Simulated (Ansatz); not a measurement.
**PbO (honeycomb monolayer): G0W0 under other settings**

Aim: change settings of a G0W0 run on PbO (honeycomb monolayer) and see what moves.

Main program and level: Ansatz 0.2.0; G0W0 on PBE, plane waves, PAW.

### Step 1. The starting structure

The cell holds 2 atoms: 1 Pb and 1 O. Cell: a = 3.617 Å, b = 3.617 Å, c = 25.000 Å, α = 90.0°, β = 90.0°, γ = 120.0°. Vacuum lies along c.

The structure was relaxed with PBE. The runs that relaxed it are not among those shown. Spin-orbit coupling is left out unless a step names it. The default PAW set here is soft_2. Its files were made with PBE. The Coulomb interaction is cut off across the vacuum.

### Step 2. The base run: 6×6×1 mesh, 175 empty bands, screening to 42 eV

G0W0 replaces the xc potential by the self-energy, built once from these orbitals. Only a window of levels is corrected, while the sums run over the empty bands that the input names.

File input.yaml:

```yaml
crystal:
  lattice:
    - [3.616875005, 0.0, 0.0]
    - [-1.8084375025, 3.1323056367, 0.0]
    - [0.0, 0.0, 25.0]
  atoms:
    - { symbol: Pb, position: [0.3333333333, 0.6666666667, 0.4816239087] }
    - { symbol: O, position: [0.6666666667, 0.3333333333, 0.5183760913] }
  periodic: [true, true, false]
kpoints:
  mp_grid: { grid: [6, 6, 1] }
hamiltonian:
  xc: pbe
scf:
  occupations: { method: fixed }
gw:
  n_empty_bands: 175
  ecut_chi: 42.0
  qp_bands: [v2, c2]
  qp_kpoints: band_edges
  screening: { model: contour_deformation }
```

Command:

```
$ ansatz run input.yaml --threads 4 --pin off --max-ram 13824MiB --backend cpu --events-out ev --progress --plain --runs-dir out
```

Numbers of over 12 decimals in the logs are rounded to 6 here.

The log of the run:

```text
Engine: ansatz 0.2.0, aarch64-unknown-linux-gnu
Pseudopotentials: kind: paw
Pseudopotential: Pb, paw, valence charge 14, recommended cutoff 420 eV (normal), Pb.paw.azcp
Pseudopotential: O, paw, valence charge 6, recommended cutoff 420 eV (normal), O.paw.azcp
Functional definition: PBE
  parameter kappa = 0.804
  parameter beta = 0.066725
  exchange = pbe_x(kappa = kappa, mu = beta*pi^2/3)
  correlation = pbe_c(beta = beta)
Crystal: 2 atoms, lattice volume = 283.229 Å³
Basis set: ecut = 420 eV, 5507 PW (Γ)
Bands: 14, of which v1, the nominal top of the filled ones, is band 10 counted from 1 (9 counted from 0)
Symmetry: 6 space group operations
Space group: P3m1 (ITA 156), of the structure as read, at distance tolerance 6.6e-5 Å
k-points: 7 of 36 (time reversal used)
Non-local potential: Pb, projectors of the file, l = 0: 2, l = 1: 2, l = 2: 2, l = 3: 2
Non-local potential: O, projectors of the file, l = 0: 2, l = 1: 2, l = 2: 1
PAW form: soft (Blöchl's): semilocal exchange-correlation on the pseudo side does not see the compensation charge
PAW one-centre angular grid: Pb, 590 points (default); XC on 64 Gauss nodes
PAW one-centre angular grid: O, 110 points (default); XC on 64 Gauss nodes
Initial density: superposition of atomic densities (neutral atoms: chi_scale 0, normalization atom), corrected by the library's trained network
Initial wavefunctions: pseudopotential atomic-orbital guess
Functional: x = pbe(κ = 0.804, μ = 0.219515), c = pbe(β = 0.066725)
SCF iter   1: F=—  HF=-12472.898800 eV  |F-HF|=—  |Δ(HF+E_count)|=         —  Δρ=2.11e-3  dr2=1.91e-2  ethr=1.77e-3  ⟨swp⟩=6.3  Hψ=615  notcnv=0  defer=14
preconditioner: auto → none  [insulator: Δε(μ)=1.837 eV  Ē_g=15.706 eV  n_scr=12 (ndim 8)  ℏωp=9.9 eV  f_vac=0.801  ε∞_Penn≈1.4]
SCF iter   2: F=—  HF=-12472.907065 eV  |F-HF|=—  |Δ(HF+E_count)|=   8.27e-3  Δρ=3.27e-3  dr2=6.85e-2  ethr=9.55e-5  ⟨swp⟩=3.9  Hψ=285  notcnv=0  defer=14
SCF iter   3: F=—  HF=-12472.898193 eV  |F-HF|=—  |Δ(HF+E_count)|=   8.87e-3  Δρ=1.06e-3  dr2=3.98e-3  ethr=9.55e-5  ⟨swp⟩=4.7  Hψ=230  notcnv=0  defer=14
SCF iter   4: F=—  HF=-12472.897965 eV  |F-HF|=—  |Δ(HF+E_count)|=   2.28e-4  Δρ=2.39e-4  dr2=1.51e-4  ethr=1.99e-5  ⟨swp⟩=3.6  Hψ=206  notcnv=0  defer=14
SCF iter   5: F=—  HF=-12472.898032 eV  |F-HF|=—  |Δ(HF+E_count)|=   6.73e-5  Δρ=4.66e-5  dr2=8.13e-6  ethr=7.56e-7  ⟨swp⟩=3.4  Hψ=212  notcnv=0  defer=14
SCF iter   6: F=—  HF=-12472.898044 eV  |F-HF|=—  |Δ(HF+E_count)|=   1.13e-5  Δρ=1.83e-5  dr2=6.17e-7  ethr=4.07e-8  ⟨swp⟩=3.6  Hψ=228  notcnv=0  defer=14
SCF iter   7: F=-12472.898046 eV  HF=-12472.898046 eV  |F-HF|=4.63e-8  |Δ(HF+E_count)|=   2.25e-6  Δρ=3.64e-6  dr2=2.31e-8  ethr=5.00e-10  ⟨swp⟩=14.0  Hψ=637  notcnv=0
SCF 1 converged in 7 iterations: F = -12472.898046 eV  dr2 = 2.31e-8
[...]
NSCF: frozen V_eff on 7 k-points
G₀W₀ screening: q 1/7
[... further progress lines ...]
SCF converged after 7 iterations
Free energy (F): -12472.898046 eV
Harris-Foulkes:  -12472.898046 eV  (|F-HF|=4.63e-8)
Internal energy: -12472.898046 eV  (E = F + TS)
E sigma→0 (E₀):  -12472.898046 eV
Fermi energy:    -5.787130 eV
--- Per-component energies (eV) ---
  E_band       = -325.311164
  E_kinetic    = 461.628602
  E_local      = -18949.162095  (includes V_loc(G=0)·N_el)
  E_nonlocal   = 398.739667
  E_hartree    = 9179.566143
  E_xc         = -293.509401
  E_vxc        = -225.112203  (∫ρ·V_xc dr)
  E_paw        = -10563.696879  (= ΣΔE_a)
  E_vpaw       = -370.536756  (= ΣTr[D̂ρ^β])
  E_aug_tail   = 0.002389  (compensation charges beyond the density's cutoff)
  E_ewald      = 7293.533528
  E_smearing   = -0.000000  (= −TS)
  E_closure    = 0.000000  (closes the sum)
  Σ components = -12472.898046   (vs F -12472.898046, Δ=0.00e0)
--- Band table (eV; the first three rows and the last of 7) ---
  k-point 0: bands = [... 6 lower, -12.3096, -7.0754, -7.0754, -6.2553, -4.0207, -1.3581 (-1.4117°), -0.4058, 0.8603]
  k-point 1: bands = [... 6 lower, -12.3000, -7.7425, -7.2822, -5.9275, -3.3118, -0.9472 (-0.9948°), -0.1459, 0.1821]
  k-point 2: bands = [... 6 lower, -12.4907, -8.1308, -7.6864, -5.8230, -2.7366, -1.3825 (-1.3825°), 0.3376, 1.2347]
  k-point 6: bands = [... 6 lower, -12.6252, -9.1171, -7.3229, -5.9054, -2.0634, -1.1762, -0.2709, 2.8107]
  ° read free of the cell's end (the report's vacuum.weakly_bound_levels)
--- G₀W₀: contour deformation, 6 samples at zero and on the imaginary axis and 2 off it, 36 q-points, 175 empty bands' worth ---
  eigenvalues of the whole cell's RPA ε∞ on this k-mesh (on a slab, of 1 + 4πα/V) = 1.1147, 1.8613, 1.8613; static W/v taken at q = 0 is 0.699716
  gw.qp_kpoints: band_edges: 7 of 7 stored k-points solved, in 1 pass; an edge of the gap read off the rows below is read off those points alone
    ik  band        ε_KS         Σx   Σc(E_QP)       V_xc       Z   E_QP_lin       E_QP  E_QP is
     0     9     -7.0754   -25.0409     4.2996   -20.3661  0.6851    -7.4576    -7.4506  root
     0    10     -6.2553   -22.9464     4.1868   -18.1823  0.6865    -6.8476    -6.8326  root
     0    11     -4.0207    -6.1947    -2.2550    -9.1745  0.8040    -3.2835    -3.2959  root
     0    12     -1.3581    -0.9690    -0.8091    -1.9286  0.9049    -1.2079    -1.2077  root
     1     9     -7.2822   -24.6959     4.3199   -19.9789  0.6790    -7.6850    -7.6791  root
     1    10     -5.9275   -23.4098     4.0382   -18.8488  0.6947    -6.4607    -6.4503  root
     1    11     -3.3118    -6.9682    -2.3431   -10.1569  0.7933    -2.4439    -2.4663  root
     1    12     -0.9472    -1.2035    -0.9289    -2.3297  0.8971    -0.7491    -0.7499  root
[...]
6     9     -7.3229   -23.8152     5.0162   -18.2454  0.6292    -7.8748    -7.8766  root
     6    10     -5.9054   -20.2901     2.4319   -17.3313  0.7346    -6.4410    -6.4323  root
     6    11     -2.0634    -9.8541    -2.5609   -13.4291  0.7540    -1.0061    -1.0493  root
     6    12     -1.1762    -8.3535    -2.7860   -12.1089  0.7372    -0.2016    -0.2068  root
```

Elapsed: 39 s, on 4 threads of Arm Neoverse V1, shared host; peak memory 1.4 GiB; 2.4 min of CPU time.

The column dr2 measures how far the density is from self-consistency, as an energy; F and HF (Harris–Foulkes) agree once it is small.

Numbers from this step:

```yaml
bands_summed: 185
plane_waves_in_the_screening_matrix: 153
q_points_in_the_mesh: 36
g0w0_gap_on_the_mesh: 3.001 eV
k_of_the_valence_top: 0.1667, 0.1667, 0
k_of_the_conduction_bottom: 0, 0, 0
starting_gap_on_the_mesh: 1.766 eV
z_at_the_valence_top: 0.7039
z_at_the_conduction_bottom: 0.8040
least_direct_g0w0_gap_on_the_computed_points: 3.537 eV
```

The gap on the mesh goes from 1.77 eV to 3.00 eV, a correction of +1.23 eV. Between the two edge states, bare exchange in place of the xc potential would open the gap by 7.18 eV, and correlation takes back 5.95 eV.

### Step 3. Variant: frequency model

Edit input.yaml of step 2 so:

```diff
@@ -20,2 +20,2 @@
   qp_kpoints: band_edges
-  screening: { model: contour_deformation }
+  screening: { model: godby_needs }
```

The log of the run:

```text
[...]
Crystal: 2 atoms, lattice volume = 283.229 Å³
Basis set: ecut = 420 eV, 5507 PW (Γ)
Bands: 14, of which v1, the nominal top of the filled ones, is band 10 counted from 1 (9 counted from 0)
[... 1 set-up line as in the run before ...]
[...]
k-points: 7 of 36 (time reversal used)
[...]
SCF iter   1: F=—  HF=-12472.898800 eV  |F-HF|=—  |Δ(HF+E_count)|=         —  Δρ=2.11e-3  dr2=1.91e-2  ethr=1.77e-3  ⟨swp⟩=6.3  Hψ=615  notcnv=0  defer=14
[...]
SCF iter   7: F=-12472.898046 eV  HF=-12472.898046 eV  |F-HF|=4.63e-8  |Δ(HF+E_count)|=   2.25e-6  Δρ=3.64e-6  dr2=2.31e-8  ethr=5.00e-10  ⟨swp⟩=14.0  Hψ=637  notcnv=0
SCF 1 converged in 7 iterations: F = -12472.898046 eV  dr2 = 2.31e-8
[...]
NSCF: frozen V_eff on 7 k-points
G₀W₀ screening: q 1/7
[... further progress lines ...]
SCF converged after 7 iterations
Free energy (F): -12472.898046 eV
[...]
Internal energy: -12472.898046 eV  (E = F + TS)
E sigma→0 (E₀):  -12472.898046 eV
Fermi energy:    -5.787130 eV
[...]
--- Band table (eV; the first three rows and the last of 7) ---
  k-point 0: bands = [... 6 lower, -12.3096, -7.0754, -7.0754, -6.2553, -4.0207, -1.3581 (-1.4117°), -0.4058, 0.8603]
  k-point 1: bands = [... 6 lower, -12.3000, -7.7425, -7.2822, -5.9275, -3.3118, -0.9472 (-0.9948°), -0.1459, 0.1821]
  k-point 2: bands = [... 6 lower, -12.4907, -8.1308, -7.6864, -5.8230, -2.7366, -1.3825 (-1.3825°), 0.3376, 1.2347]
  k-point 6: bands = [... 6 lower, -12.6252, -9.1171, -7.3229, -5.9054, -2.0634, -1.1762, -0.2709, 2.8107]
  ° read free of the cell's end (the report's vacuum.weakly_bound_levels)
--- G₀W₀: ω_p = 32.3436 eV, 36 q-points, 175 empty bands' worth ---
[...]
GN-PPA: 191158/1110381 pairs with Re ω̃² < 0 across q-mesh
[...]
0     9     -7.0754   -25.0409     4.2286   -20.3661  0.7687    -7.5233    -7.5216  root
     0    10     -6.2553   -22.9464     4.0786   -18.1823  0.7745    -6.9450    -6.9408  root
     0    11     -4.0207    -6.1947    -2.2798    -9.1745  0.8498    -3.3176    -3.3207  root
     0    12     -1.3581    -0.9690    -0.8098    -1.9286  0.9426    -1.2082    -1.2083  root
     1     9     -7.2822   -24.6959     4.2286   -19.9789  0.7690    -7.7726    -7.7705  root
     1    10     -5.9275   -23.4098     3.9708   -18.8488  0.7740    -6.5207    -6.5177  root
     1    11     -3.3118    -6.9682    -2.3213   -10.1569  0.8451    -2.4395    -2.4445  root
     1    12     -0.9472    -1.2035    -0.9254    -2.3297  0.9369    -0.7462    -0.7464  root
[...]
6     9     -7.3229   -23.8152     4.8015   -18.2454  0.7638    -8.0972    -8.0913  root
     6    10     -5.9054   -20.2901     2.3695   -17.3313  0.7974    -6.4971    -6.4947  root
     6    11     -2.0634    -9.8541    -2.4593   -13.4291  0.8172    -0.9389    -0.9477  root
     6    12     -1.1762    -8.3535    -2.6744   -12.1089  0.8259    -0.0863    -0.0951  root
```

Wall time 39 s (4 threads); peak memory 1.4 GiB; 2.4 min of CPU time.

The G0W0 gap on the mesh is 3.032 eV.

Against the base:

```
        setting                 base       variant
frequency model  contour deformation  plasmon pole
```

```
                                    quantity  variant   base
                    starting gap on the mesh    1.766  1.766
                        G0W0 gap on the mesh    3.032  3.001
least direct G0W0 gap on the computed points    3.620  3.537
                        Z at the valence top    0.778  0.704
                  Z at the conduction bottom    0.850  0.804
```

### Step 4. What came out

* base: 3.00 eV, 39 s
* frequency model: 3.03 eV, 39 s

**Reading.** Frequency model: the gap moves by +0.03 eV. All runs here use a coarse mesh and modest cutoffs; they test settings and are not final values. The mesh in the plane is coarse for a sheet; gap and any exciton binding can still move on denser ones. The many-body steps are scalar-relativistic: spin-orbit coupling is not in them.

[Paths, hosts, dates, memory and timing lines, banners, echoed tables and standing remarks are left out of the program output.]

[Logs are printed without paths, hosts, clocks, repeated set-up lines and the standing remarks that a program may print on its own settings, such as how far it seeks lower states.]

[Runs of the session that timed out or met a known fault of the program may be left out.]

[Cells called generated may have been cut or substituted from an entry of the Crystallography Open Database or the Materials Project.]

[Hosts, paths, dates, database ids (printed as entryN), source tags and the programs' standing remarks are cut or masked in the printed files.]
